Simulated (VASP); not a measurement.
Wanted: the native input for a VASP 6.6.1 run.

| Quantity | Value |
| --- | --- |
| Task | relaxation of cell and atoms |
| Functional | LDA |
| Potentials or basis | VASP PAW LDA potentials, release 64 (Te, Pb_d) |
| Cutoff | 600 eV |
| k mesh | 10 × 10 × 10 |
| Occupations | gaussian, width 0.03 eV |
| Spin | no spin polarisation |
| Further INCAR settings | ALGO = Normal; EDIFF = 1e-07; IBRION = 2; EDIFFG = -0.005; NSW = 90; ISIF = 3 |

The structure of TePb lies in POSCAR:

```
TePb                                    
1.0
    0.0000000000      3.1925211127      3.1925211127
    3.1925211127      0.0000000000      3.1925211127
    3.1925211127      3.1925211127      0.0000000000
  Te              Pb            
     1     1
Direct
     0.5000000000000000    0.5000000000000000    0.5000000000000000
     0.0000000000000000    0.0000000000000000    0.0000000000000000
```

These files were run (other wordings do the same):

INCAR

```
SYSTEM = TePb
ALGO     = Normal         ! electronic algorithm
EDIFF    = 1E-7           ! SCF threshold, eV
EDIFFG   = -0.005         ! ionic threshold
ENCUT    = 600            ! plane-wave cutoff, eV
IBRION   = 2              ! ionic algorithm
ISIF     = 3              ! what is computed and relaxed
ISMEAR   = 0              ! smearing method
LASPH    = .TRUE.         ! aspherical terms in the spheres
LCHARG   = .FALSE.        ! write CHGCAR
LREAL    = .FALSE.        ! projectors in reciprocal space
LWAVE    = .FALSE.        ! write WAVECAR
NELM     = 80             ! most SCF steps
NSW      = 90             ! ionic steps
PREC     = Accurate       ! precision mode
SIGMA    = 0.03           ! smearing width, eV
```

KPOINTS

```
k-points
0
G
  10 10 10
  0 0 0
```

Potentials or basis: VASP PAW LDA potentials, release 64 (Te, Pb_d).

Run with:

```sh
$ cat potpaw_LDA.64/Te/POTCAR potpaw_LDA.64/Pb_d/POTCAR > POTCAR
$ mpirun -np 1 vasp_std > vasp.out
```

It gave:

```yaml
Pressure_after_relaxing: 0.0 GPa
Band_gap_on_the_k_mesh: 0.56 eV, direct
```

Caveat: the relaxation stopped at its first step, so nothing moved; spin-orbit coupling is left out, which as a rule narrows the gap of such compounds by several tenths of an eV.

Run time: 36 s on 1 thread of Intel(R) Xeon(R) Platinum 8488C (Sapphire Rapids), on a shared host, peak memory 0.21 GiB.
